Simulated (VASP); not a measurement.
Input of a VASP 6.6.1 run:

INCAR

```
ALGO = Normal ; EDIFF = 1E-6
ENCUT = 520 ; GGA = PS
ISIF = 2 ; ISMEAR = 0
LASPH = T ; LCHARG = F
LREAL = F ; LWAVE = F
NBANDS = 18 ; NELM = 100
PREC = Accurate ; SIGMA = 0.1
```

KPOINTS

```
k-points
0
Gamma
  6 6 4
```

POSCAR

```
LiF
1.0
    3.0609398175      0.0000000000      0.0000000000
   -1.5304699087      2.6508516414      0.0000000000
    0.0000000000      0.0000000000      4.8073245700
Li F
2 2
Direct
    0.3333333300      0.6666666700      0.3811542600
    0.6666666700      0.3333333300      0.8811542600
    0.3333333300      0.6666666700      0.9938437400
    0.6666666700      0.3333333300      0.4938437400
```

Potentials or basis: VASP PAW PBE potentials, release 64 (Li_sv, F).

The run is started by

```console
$ cat potpaw_PBE.64/Li_sv/POTCAR potpaw_PBE.64/F/POTCAR > POTCAR
$ mpirun -np 1 vasp_std > vasp.out
```

(1) What does it give for the band gap on the k mesh?

## Answers

(1) 7.74 eV, direct.
